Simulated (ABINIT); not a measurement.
The system is Rh.

```
CELL_PARAMETERS angstrom
2.73098 0.00000 0.00000
-1.36549 2.36510 0.00000
0.00000 0.00000 4.42849
ATOMIC_POSITIONS crystal
Rh 0.33333 0.66667 0.25000
Rh 0.66667 0.33333 0.75000
```

This isn't the form of Rh at room conditions, which is fcc.

- Program: ABINIT 10.8.3 (patched build)
- Task: single point
- Functional: PBE
- Potentials or basis: JTH PAW PBE v2.0
- Cutoff: 435 eV
- k mesh: 11 × 11 × 6
- Occupations: fermi-dirac, width 0.05 eV
- Spin: no spin polarisation

On this cell: pressure -3.8 GPa; largest force under 0.003 eV/Å; band gap on the k mesh none (metal or under the smearing width).

The same run follows on a disturbed copy (atoms moved at random, drawn with an rms of 0.05 Å):

```
Rh
1.0
     2.73098    0.00000    0.00000
    -1.36549    2.36510    0.00000
     0.00000    0.00000    4.42849
Rh
2
Direct
  0.32688 0.64637 0.24212
  0.66512 0.35005 0.76055
```

Problem. What changes?

Solution. The energy (extrapolated to zero smearing) moves by +25.4 meV/atom; pressure -2.5 GPa; largest force 0.869 eV/Å; band gap on the k mesh none (metal or under the smearing width).

Forces in eV/Å, atoms in the order of the input:
```
Rh  -0.157  0.327  0.790
Rh   0.157 -0.327 -0.790
```

Stress tensor (GPa, compression positive):
```
-1.75 -0.46 -0.45
-0.46 -3.50  0.86
-0.45  0.86 -2.39
```
